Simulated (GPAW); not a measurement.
# Ti (P6_3/mmc) in GPAW: further runs

One crystal, Ti, is run at these levels: PBE; tasks: optical spectrum.

Program: GPAW 26.7.0. These are calculated values, not measurements. Logs are shortened: lines on timing, memory, paths and dates and some standing lists are left out, and cuts for length are marked. The log counts tension as positive stress, the text compression.

### Step 1. The structure

It takes space group P6_3/mmc (No. 194, hexagonal). Conventional cell: a = 2.950 Å, b = 2.950 Å, c = 4.680 Å, α = 90.00°, β = 90.00°, γ = 120.00°. Ti (site symmetry -6m2) is surrounded by 12 Ti at 2.89 to 2.95 Å.

### Step 2. Optical spectrum, PBE

Input file run.py:

```python
from ase.dft.bandgap import bandgap
from ase.io import read, write
from gpaw import GPAW, PW
from gpaw.response.df import DielectricFunction

atoms = read('POSCAR')

calc = GPAW(mode=PW(400),
            xc='PBE',
            kpts={'size': (8, 8, 5), 'gamma': True},
            occupations={'name': 'fermi-dirac', 'width': 0.05},
            nbands=24,
            convergence={'density': 1e-06},
            maxiter=150,
            txt='gpaw.txt')
atoms.calc = calc
energy = atoms.get_potential_energy()
calc.write('gs.gpw')
write('result.traj', atoms)
print(f'Energy: {energy:.6f} eV')
print('Fermi level:', round(calc.get_fermi_level(), 4), 'eV')
print(f'Gap: {bandgap(calc)[0]:.4f} eV, direct: {bandgap(calc, direct=True)[0]:.4f} eV')

dense = calc.fixed_density(kpts={'size': (20, 20, 11), 'gamma': True},
                           nbands=38, convergence={'bands': 32, 'eigenstates': 1e-7},
                           update_fermi_level=True, txt='dense.txt')
dense.write('dense.gpw', mode='all')

df = DielectricFunction('dense.gpw', frequencies={'type': 'nonlinear', 'domega0': 0.05, 'omega2': 10},
                        eta=0.1, ecut=50, nbands=32, rate='eta', txt='df.txt')
for direction in ['x', 'z']:
    df.get_dielectric_function(xc='RPA', direction=direction, filename=f'df_{direction}.csv')
```

Input file POSCAR:

```
Ti
1.0
    2.9500000000      0.0000000000      0.0000000000
   -1.4750000000      2.5547749412      0.0000000000
    0.0000000000      0.0000000000      4.6800000000
Ti
2
Direct
    0.6666666667      0.3333333333      0.7500000000
    0.3333333333      0.6666666667      0.2500000000
```

Potentials or basis: GPAW PAW data sets (gpaw-data 1.2.1), pw.

The run is started by

```bash
> OMP_NUM_THREADS=1 python run.py
```

gpaw.txt:

```text
__  _  _
 | _ |_)|_||  |
 |__||  | ||/\| - 26.7.0

Input parameters:
  mode=PW(ecut=400.0),
  convergence={'density': 1e-06},
  kpts=MonkhorstPack(size=(8, 8, 5), gamma=True),
  maxiter=150,
  nbands=24,
  occupations=Occupations(name='fermi-dirac', width=0.05),
  xc=XC(name='PBE')

Diagonalizing LCAO Hamiltonian
Converting LCAO to pw mode

          Ti

        Ti

Atoms  # Å, Bohr magnetons
|   | symbol |         x |        y |        z |    initial magnetic moments |
|---|--------|-----------|----------|----------|-----------------------------|
| 0 |     Ti |  1.475000 | 0.851592 | 3.510000 | ( 0.0000,  0.0000,  0.0000) |
| 1 |     Ti | -0.000000 | 1.703183 | 1.170000 | ( 0.0000,  0.0000,  0.0000) |

Unit cell  # Å
| periodic |         x |        y |        z |  lengths |     angles |
|----------|-----------|----------|----------|----------|------------|
|      yes |  2.950000 | 0.000000 | 0.000000 | 2.950000 |  90.000000 |
|      yes | -1.475000 | 2.554775 | 0.000000 | 2.950000 |  90.000000 |
|      yes |  0.000000 | 0.000000 | 4.680000 | 4.680000 | 120.000000 |

Number of symmetries: 12
Symmetry operations  # r_c * U_cc + t_c -> r_c
|    | kind |            matrix            |
|----|------|------------------------------|
|  0 |  σ   |  1, 1, 0,  0,-1, 0,  0, 0, 1 |
|  1 |  S6  |  1, 1, 0, -1, 0, 0,  0, 0,-1 |
|  2 |  E   |  1, 0, 0,  0, 1, 0,  0, 0, 1 |
|  3 |  C2  |  1, 0, 0, -1,-1, 0,  0, 0,-1 |
|  4 |  C2  |  0, 1, 0,  1, 0, 0,  0, 0,-1 |
|  5 |  C3  |  0, 1, 0, -1,-1, 0,  0, 0, 1 |
|  6 |  S6  |  0,-1, 0,  1, 1, 0,  0, 0,-1 |
|  7 |  σ   |  0,-1, 0, -1, 0, 0,  0, 0, 1 |
|  8 |  σ   | -1, 0, 0,  1, 1, 0,  0, 0, 1 |
|  9 |  i   | -1, 0, 0,  0,-1, 0,  0, 0,-1 |
| 10 |  C3  | -1,-1, 0,  1, 0, 0,  0, 0, 1 |
| 11 |  C2  | -1,-1, 0,  0, 1, 0,  0, 0,-1 |

BZ-sampling:
  Number of BZ points: 320
  Number of IBZ points: 40

  Monkhorst-Pack size: [8, 8, 5]
  Monkhorst-Pack shift: [0.0625, 0.0625, 0.0]

K-points  # in reciprocal-cell coordinates
|     |                                coordinates |     weight |
|-----|--------------------------------------------|------------|
|   0 | (  0.00000000,   0.00000000,   0.00000000) | 0.00312500 |
|   1 | (  0.00000000,   0.00000000,   0.20000000) | 0.00625000 |
|   2 | (  0.00000000,   0.00000000,   0.40000000) | 0.00625000 |
|   3 | (  0.12500000,   0.00000000,  -0.40000000) | 0.01875000 |
|   4 | (  0.12500000,   0.00000000,  -0.20000000) | 0.01875000 |
|   5 | (  0.12500000,   0.00000000,   0.00000000) | 0.01875000 |
|   6 | (  0.12500000,   0.00000000,   0.20000000) | 0.01875000 |
|   7 | (  0.12500000,   0.00000000,   0.40000000) | 0.01875000 |
|   8 | (  0.25000000,  -0.12500000,   0.00000000) | 0.01875000 |
|   9 | (  0.25000000,  -0.12500000,   0.20000000) | 0.03750000 |
| ... |                                            |            |
|  39 | (  0.50000000,   0.50000000,   0.40000000) | 0.01875000 |

Plane wave coefficients: 659
Cutoff: 400.0 eV

Spin-components: 1 (collinear spins)
Bands:           24
Projectors:      12
Spin-degeneracy: 2
Datatype:        complex128

Parallelization:
  kpt:    1
  domain: 1
  band:   1

Density:
  Valence electrons: 24.0
  Components: 1
  Grid points: [14 14 24]
  Charge: 0.0  # |e|

Potential:
  Grid points: [14 14 24]

species:
  Ti:
    name:    Titanium
    Z:       22.0
    valence: 12
    core:    10
    charge:  0.0  # [|e|]
    compensation charges:
      type: gauss
      rc: 0.38  # [Å]
      lmax: 2
    cutoffs:
      filter: 2.23  # [Å]
      core: 1.02  # [Å]
    projectors
    | kind |    occ | energy [eV] | rcut [Å] |
    |------|--------|-------------|----------|
    |   3s |  2.000 |     -62.623 |    1.270 |
    |   4s |  2.000 |      -4.466 |    1.270 |
    |   3p |  6.000 |     -38.862 |    1.058 |
    |   4p |  0.000 |      -1.466 |    1.058 |
    |   3d |  2.000 |      -4.258 |    1.058 |
    |    d |        |      22.953 |    1.058 |

    Using partial waves for Ti as LCAO basis

Reference energy: -46448.028563  # eV

eigensolver:
  PPCG
  Converge bands: occupied
  niter=2

density mixing:
  MSR1-Mixer
  Pratt-step length: 0.05
  Maximum mixing coefficient: 0.75
  Old densities: 10
  SVD Regularization: 0.005
  Good broyden scale: 1.0
  Trust region scale: 1.0
  Backstep threshold: 4.0
  History deletion threshold: 6.0
  Fourier metric: weight=20.0, sigma=0.015

occupation numbers:
  Fermi-Dirac:
    width: 0.0500  # eV

poisson solver:
  ecut: 3200.0  # eV

xc functional:
  name: PBE with 2 nearest neighbor stencil

convergence criteria:
- Maximum integral of absolute [dens]ity change: 1e-06 electrons / valence electron
- Maximum [total energy] change in last 3 cyles: 0.0005 eV / valence electron
- Maximum integral of absolute [eigenst]ate change: 4e-08 eV^2 / valence electron
maximum number of iterations: 150

SCF iterations
|iter     | |      energy | eigst |  dens |
|---------|-|-------------|-------|-------|
|iter:   1| |  -13.737268 | -0.29 |       |
|iter:   2| |  -13.619144 | -2.72 | -1.21 |
|iter:   3| |  -13.223636 | -1.40 | -1.26 |
|iter:   4| |  -13.227031 | -3.48 | -1.94 |
|iter:   5| |  -13.228772c| -3.88 | -2.26 |
|iter:   6| |  -13.228818c| -5.70 | -3.32 |
|iter:   7| |  -13.228830c| -6.41 | -3.78 |
|iter:   8| |  -13.228830c| -8.12c| -4.67 |
|iter:   9| |  -13.228830c| -8.55c| -5.36 |
|iter:  10| |  -13.228830c| -9.53c| -6.31c|

Converged in 10 steps
Energy contributions relative to reference atoms: (reference = -46448.028563)

Energy contributions:
  Kinetic:           9.190403
  Coulomb:          -9.515561
  Zero:              0.180913
  External:          0.000000
  Xc:              -13.077144
  Entropy:          -0.014884
  Spinorbit:         0.000000
  ----------------------------
  Free energy:     -13.236271
  Extrapolated:    -13.228830

dipole moment: (0.000000, 0.000000, 0.000000)  # |e|*Ang

Fermi level: 8.381
Eigenvalues  # (at kpt = [0.000, 0.000, 0.000])
| band index |      eig [eV] | occ [0-2] |
|------------|---------------|-----------|
|          0 |       -48.488 |     2.000 |
|        ... |               |           |
|          2 |       -25.082 |     2.000 |
|          3 |       -24.462 |     2.000 |
|          4 |       -24.462 |     2.000 |
|          5 |       -24.412 |     2.000 |
|          6 |       -24.367 |     2.000 |
|          7 |       -24.367 |     2.000 |
[... 8 lines left out ...]
|         16 |         9.985 |     0.000 |
|         17 |         9.985 |     0.000 |
|        ... |               |           |
|         23 |        27.352 |     0.000 |

No gap
No difference between direct/indirect transitions
# Writing to gs.gpw (mode='')
```

Wall time 3.1 min (1 thread of Arm Neoverse V1, shared host); peak memory 0.47 GiB.

What came out:

```
Free energy            : -13.2363 eV
Band gap on the k mesh : none (metal or under the smearing width)
```

Dielectric function (mean over the directions given):
```
energy (eV)  real part  imaginary part
       0.25     -62.64          140.92
       0.67       7.95           55.04
       1.15       8.18           35.53
       1.66      -0.45           30.88
       2.18      -3.80           22.69
       2.66      -3.35           16.48
       3.17      -2.38           15.79
       3.56      -3.86           14.45
       4.03      -7.35           12.86
       4.51      -7.99            6.53
       5.01      -4.93            3.74
       5.53      -2.54            2.65
       6.07      -0.16            3.80
       6.55      -2.19            5.85
       6.87      -3.61            3.75
       7.38      -2.63            2.44
       7.90      -1.82            1.45
       8.43      -0.71            1.09
       8.89       0.40            1.61
       9.47      -0.31            2.42
       9.76      -0.21            2.32
      10.26      -0.67            2.39
      10.78      -0.82            2.27
      11.31      -1.12            1.86
      11.85      -1.12            1.35
      12.30      -0.85            1.07
      12.77      -0.64            1.03
      13.24      -0.54            0.82
      13.72      -0.41            0.80
      14.22      -0.32            0.73
      14.73      -0.24            0.67
      15.26      -0.19            0.57
      15.80      -0.13            0.54
      16.21      -0.09            0.46
      16.78       0.02            0.36
      17.36       0.10            0.32
      17.96       0.17            0.32
      18.58       0.24            0.24
      19.22       0.31            0.23
      19.87       0.39            0.19
```

Caveat: the intraband term hangs on this k mesh; the long-wavelength limit can be off by several per cent where d states take part; independent-particle spectra lack excitons.

### Step 3. Optical spectrum, PBE

This run uses another cell than the first one, of 18.34 Å³/atom, 1.040 times its volume.

run.py is that of step 2.

Input file POSCAR:

```
Ti
1.0
    2.9888202413      0.0000000000      0.0000000000
   -1.4944101206      2.5883942563      0.0000000000
    0.0000000000      0.0000000000      4.7415860099
Ti
2
Direct
    0.6666666667      0.3333333333      0.7500000000
    0.3333333333      0.6666666667      0.2500000000
```

Potentials or basis: GPAW PAW data sets (gpaw-data 1.2.1), pw.

The run is started by

```bash
> OMP_NUM_THREADS=1 python run.py
```

gpaw.txt:

```text
__  _  _
 | _ |_)|_||  |
 |__||  | ||/\| - 26.7.0

Input parameters:
  mode=PW(ecut=400.0),
  convergence={'density': 1e-06},
  kpts=MonkhorstPack(size=(8, 8, 5), gamma=True),
  maxiter=150,
  nbands=24,
  occupations=Occupations(name='fermi-dirac', width=0.05),
  xc=XC(name='PBE')

Diagonalizing LCAO Hamiltonian
Converting LCAO to pw mode

           Ti

       Ti

Atoms  # Å, Bohr magnetons
|   | symbol |         x |        y |        z |    initial magnetic moments |
|---|--------|-----------|----------|----------|-----------------------------|
| 0 |     Ti |  1.494410 | 0.862798 | 3.556190 | ( 0.0000,  0.0000,  0.0000) |
| 1 |     Ti | -0.000000 | 1.725596 | 1.185397 | ( 0.0000,  0.0000,  0.0000) |

Unit cell  # Å
| periodic |         x |        y |        z |  lengths |     angles |
|----------|-----------|----------|----------|----------|------------|
|      yes |  2.988820 | 0.000000 | 0.000000 | 2.988820 |  90.000000 |
|      yes | -1.494410 | 2.588394 | 0.000000 | 2.988820 |  90.000000 |
|      yes |  0.000000 | 0.000000 | 4.741586 | 4.741586 | 120.000000 |

Number of symmetries: 12
Symmetry operations  # r_c * U_cc + t_c -> r_c
|    | kind |            matrix            |
|----|------|------------------------------|
|  0 |  σ   |  1, 1, 0,  0,-1, 0,  0, 0, 1 |
|  1 |  S6  |  1, 1, 0, -1, 0, 0,  0, 0,-1 |
|  2 |  E   |  1, 0, 0,  0, 1, 0,  0, 0, 1 |
|  3 |  C2  |  1, 0, 0, -1,-1, 0,  0, 0,-1 |
|  4 |  C2  |  0, 1, 0,  1, 0, 0,  0, 0,-1 |
|  5 |  C3  |  0, 1, 0, -1,-1, 0,  0, 0, 1 |
|  6 |  S6  |  0,-1, 0,  1, 1, 0,  0, 0,-1 |
|  7 |  σ   |  0,-1, 0, -1, 0, 0,  0, 0, 1 |
|  8 |  σ   | -1, 0, 0,  1, 1, 0,  0, 0, 1 |
|  9 |  i   | -1, 0, 0,  0,-1, 0,  0, 0,-1 |
| 10 |  C3  | -1,-1, 0,  1, 0, 0,  0, 0, 1 |
| 11 |  C2  | -1,-1, 0,  0, 1, 0,  0, 0,-1 |

BZ-sampling:
  Number of BZ points: 320
  Number of IBZ points: 40

  Monkhorst-Pack size: [8, 8, 5]
  Monkhorst-Pack shift: [0.0625, 0.0625, 0.0]

K-points  # in reciprocal-cell coordinates
|     |                                coordinates |     weight |
|-----|--------------------------------------------|------------|
|   0 | (  0.00000000,   0.00000000,   0.00000000) | 0.00312500 |
|   1 | (  0.00000000,   0.00000000,   0.20000000) | 0.00625000 |
|   2 | (  0.00000000,   0.00000000,   0.40000000) | 0.00625000 |
|   3 | (  0.12500000,   0.00000000,  -0.40000000) | 0.01875000 |
|   4 | (  0.12500000,   0.00000000,  -0.20000000) | 0.01875000 |
|   5 | (  0.12500000,   0.00000000,   0.00000000) | 0.01875000 |
|   6 | (  0.12500000,   0.00000000,   0.20000000) | 0.01875000 |
|   7 | (  0.12500000,   0.00000000,   0.40000000) | 0.01875000 |
|   8 | (  0.25000000,  -0.12500000,   0.00000000) | 0.01875000 |
|   9 | (  0.25000000,  -0.12500000,   0.20000000) | 0.03750000 |
| ... |                                            |            |
|  39 | (  0.50000000,   0.50000000,   0.40000000) | 0.01875000 |

Plane wave coefficients: 687
Cutoff: 400.0 eV

Spin-components: 1 (collinear spins)
Bands:           24
Projectors:      12
Spin-degeneracy: 2
Datatype:        complex128

Parallelization:
  kpt:    1
  domain: 1
  band:   1

Density:
  Valence electrons: 24.0
  Components: 1
  Grid points: [14 14 24]
  Charge: 0.0  # |e|

Potential:
  Grid points: [14 14 24]

species:
  Ti:
    name:    Titanium
    Z:       22.0
    valence: 12
    core:    10
    charge:  0.0  # [|e|]
    compensation charges:
      type: gauss
      rc: 0.38  # [Å]
      lmax: 2
    cutoffs:
      filter: 2.23  # [Å]
      core: 1.02  # [Å]
    projectors
    | kind |    occ | energy [eV] | rcut [Å] |
    |------|--------|-------------|----------|
    |   3s |  2.000 |     -62.623 |    1.270 |
    |   4s |  2.000 |      -4.466 |    1.270 |
    |   3p |  6.000 |     -38.862 |    1.058 |
    |   4p |  0.000 |      -1.466 |    1.058 |
    |   3d |  2.000 |      -4.258 |    1.058 |
    |    d |        |      22.953 |    1.058 |

    Using partial waves for Ti as LCAO basis

Reference energy: -46448.028563  # eV

eigensolver:
  PPCG
  Converge bands: occupied
  niter=2

density mixing:
  MSR1-Mixer
  Pratt-step length: 0.05
  Maximum mixing coefficient: 0.75
  Old densities: 10
  SVD Regularization: 0.005
  Good broyden scale: 1.0
  Trust region scale: 1.0
  Backstep threshold: 4.0
  History deletion threshold: 6.0
  Fourier metric: weight=20.0, sigma=0.015

occupation numbers:
  Fermi-Dirac:
    width: 0.0500  # eV

poisson solver:
  ecut: 3200.0  # eV

xc functional:
  name: PBE with 2 nearest neighbor stencil

convergence criteria:
- Maximum integral of absolute [dens]ity change: 1e-06 electrons / valence electron
- Maximum [total energy] change in last 3 cyles: 0.0005 eV / valence electron
- Maximum integral of absolute [eigenst]ate change: 4e-08 eV^2 / valence electron
maximum number of iterations: 150

SCF iterations
|iter     | |      energy | eigst |  dens |
|---------|-|-------------|-------|-------|
|iter:   1| |  -13.721732 | -0.31 |       |
|iter:   2| |  -13.598844 | -2.70 | -1.20 |
|iter:   3| |  -13.194883 | -1.37 | -1.25 |
|iter:   4| |  -13.197734 | -3.41 | -1.93 |
|iter:   5| |  -13.199432c| -3.85 | -2.24 |
|iter:   6| |  -13.199479c| -5.59 | -3.30 |
|iter:   7| |  -13.199490c| -6.43 | -3.77 |
|iter:   8| |  -13.199490c| -8.10c| -4.66 |
|iter:   9| |  -13.199490c| -8.53c| -5.35 |
|iter:  10| |  -13.199490c| -9.47c| -6.30c|

Converged in 10 steps
Energy contributions relative to reference atoms: (reference = -46448.028563)

Energy contributions:
  Kinetic:           6.165667
  Coulomb:          -7.290469
  Zero:              0.185848
  External:          0.000000
  Xc:              -12.252995
  Entropy:          -0.015080
  Spinorbit:         0.000000
  ----------------------------
  Free energy:     -13.207030
  Extrapolated:    -13.199490

dipole moment: (0.000000, 0.000000, 0.000000)  # |e|*Ang

Fermi level: 7.956
Eigenvalues  # (at kpt = [0.000, 0.000, 0.000])
| band index |      eig [eV] | occ [0-2] |
|------------|---------------|-----------|
|          0 |       -48.977 |     2.000 |
|        ... |               |           |
|          2 |       -25.533 |     2.000 |
|          3 |       -24.980 |     2.000 |
|          4 |       -24.980 |     2.000 |
|          5 |       -24.941 |     2.000 |
|          6 |       -24.895 |     2.000 |
|          7 |       -24.895 |     2.000 |
[... 8 lines left out ...]
|         16 |         9.495 |     0.000 |
|         17 |         9.495 |     0.000 |
|        ... |               |           |
|         23 |        26.336 |     0.000 |

No gap
No difference between direct/indirect transitions
# Writing to gs.gpw (mode='')
```

stdout:

```text
Energy: -13.199490 eV
Fermi level: 7.9564 eV
Gap: 0.0000 eV, direct: 0.0000 eV
```

Wall time 3.2 min (1 thread of Arm Neoverse V1, shared host); peak memory 0.5 GiB.

Results:

* Free energy: -13.2070 eV
* Band gap on the k mesh: none (metal or under the smearing width)

Dielectric function (mean over the directions given):
| energy (eV) | real part | imaginary part |
| --- | --- | --- |
| 0.25 | -57.84 | 132.75 |
| 0.67 | 6.55 | 51.65 |
| 1.15 | 8.72 | 34.10 |
| 1.66 | -0.21 | 29.37 |
| 2.18 | -3.37 | 21.38 |
| 2.66 | -2.76 | 15.92 |
| 3.17 | -3.29 | 15.52 |
| 3.56 | -4.54 | 14.35 |
| 4.03 | -8.33 | 10.87 |
| 4.51 | -6.93 | 5.09 |
| 5.01 | -4.07 | 3.30 |
| 5.53 | -1.51 | 2.83 |
| 6.07 | -0.27 | 5.65 |
| 6.55 | -3.68 | 4.65 |
| 6.87 | -3.02 | 2.98 |
| 7.38 | -2.49 | 1.80 |
| 7.90 | -1.23 | 1.25 |
| 8.43 | 0.22 | 1.51 |
| 8.89 | -0.29 | 2.69 |
| 9.47 | -0.30 | 2.58 |
| 9.76 | -0.70 | 2.64 |
| 10.26 | -0.93 | 2.35 |
| 10.78 | -1.18 | 1.98 |
| 11.31 | -1.22 | 1.50 |
| 11.85 | -0.93 | 1.07 |
| 12.30 | -0.70 | 1.01 |
| 12.77 | -0.58 | 0.81 |
| 13.24 | -0.43 | 0.80 |
| 13.72 | -0.35 | 0.73 |
| 14.22 | -0.28 | 0.67 |
| 14.73 | -0.22 | 0.57 |
| 15.26 | -0.14 | 0.54 |
| 15.80 | -0.09 | 0.46 |
| 16.21 | -0.03 | 0.35 |
| 16.78 | 0.07 | 0.31 |
| 17.36 | 0.17 | 0.31 |
| 17.96 | 0.21 | 0.25 |
| 18.58 | 0.30 | 0.22 |
| 19.22 | 0.36 | 0.20 |
| 19.87 | 0.41 | 0.19 |

Caveat: the intraband term hangs on this k mesh; the long-wavelength limit can be off by several per cent where d states take part; independent-particle spectra lack excitons.

[end of part 1 of 2]
